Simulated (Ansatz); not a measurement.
## Pd under changes of volume

One of the cells (14.750 Å³/atom); the others are scaled copies at fixed shape and fractional positions:

```
CELL_PARAMETERS angstrom
0.00000 1.94650 1.94650
1.94650 0.00000 1.94650
1.94650 1.94650 0.00000
ATOMIC_POSITIONS crystal
Pd 0.00000 0.00000 0.00000
```

| Quantity | Value |
| --- | --- |
| Program | Ansatz 0.2.0 |
| Functional | PBE |
| Potentials or basis | Ansatz NC |
| Cutoff | 1116 eV (not typed: the program's choice for these potentials) |
| k mesh | 12 × 12 × 12 |
| Occupations | fermi-dirac, width 0.05 eV |
| Spin | no spin polarisation |

```tsv
volume (Å³/atom)	energy over the lowest point (meV/atom)	pressure (GPa)
13.865	86.99	21.8
14.160	52.37	16.2
14.455	27.47	11.3
14.750	?	?
15.045	2.20	3.0
15.340	0.00	-0.4
15.635	3.73	-3.4
```

Q: What does the run at 14.750 Å³/atom give?

A: Energy over the lowest point 11.08 meV/atom; pressure 6.9 GPa.

Worked out: A Birch-Murnaghan fit of order 3 (a polynomial in V^(-2/3)) to the other rows has its minimum at 15.30 Å³/atom with B0 = V·E''(V) = 169 GPa and B' = 5.4. It gives 11.05 meV/atom at 14.750 Å³/atom, against the run's 11.08, and -dE/dV = 6.8 GPa, against 6.9.

Energies are extrapolated to zero smearing.
